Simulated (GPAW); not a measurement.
A run of GPAW 26.7.0 is set up as follows.

run.py

```python
from ase.dft.bandgap import bandgap
from ase.io import read, write
from ase.units import Bohr, GPa
from gpaw import GPAW, PW, setup_paths
from gpaw.elf import elf_from_dft_calculation

setup_paths.insert(0, '.')

atoms = read('As.xyz')

calc = GPAW(mode=PW(600),
            xc='PBEsol',
            kpts={'size': (10, 10, 10), 'gamma': True},
            occupations={'name': 'fermi-dirac', 'width': 0.1},
            nbands=9,
            convergence={'density': 1e-05, 'energy': 1e-05},
            maxiter=150,
            txt='gpaw.txt')
atoms.calc = calc
energy = atoms.get_potential_energy()
forces = atoms.get_forces()
stress = atoms.get_stress()
calc.write('gs.gpw')
write('result.traj', atoms)
print(f'Energy: {energy:.6f} eV')
print('Forces (eV/A):')
print(forces.round(4))
print('Stress (GPa):', (stress / GPa).round(3))
print('Fermi level:', round(calc.get_fermi_level(), 4), 'eV')
print(f'Gap: {bandgap(calc)[0]:.4f} eV, direct: {bandgap(calc, direct=True)[0]:.4f} eV')

# fields on the real-space grid
write('density.cube', atoms, data=calc.get_pseudo_density() * Bohr**3)
write('potential.cube', atoms, data=calc.get_electrostatic_potential())
write('elf.cube', atoms, data=elf_from_dft_calculation(calc).data)
```

The input As.xyz:

```xyz
1
Lattice="2.7420250000 0.0115310000 0.0148770000 0.0115310000 2.6977680000 -0.0380520000 0.0148770000 -0.0380520000 2.6723850000" Properties=species:S:1:pos:R:3 pbc="T T T"
As     1.3809530926      1.3139241407      1.2726072220
```

Potentials or basis: PAW data sets generated in the run's folder for this functional, pw.

Run with:

```console
$ gpaw-setup -f PBEsol As
$ OMP_NUM_THREADS=1 python run.py
```

Q: Estimate the band gap on the k mesh.

A: None (metal or under the smearing width).

Q: What does it give for the pressure?

A: -1.4 GPa.

Stress tensor (GPa, compression positive):
```
-4.16 -0.19 -0.33
-0.19 -0.77  1.03
-0.33  1.03  0.80
```
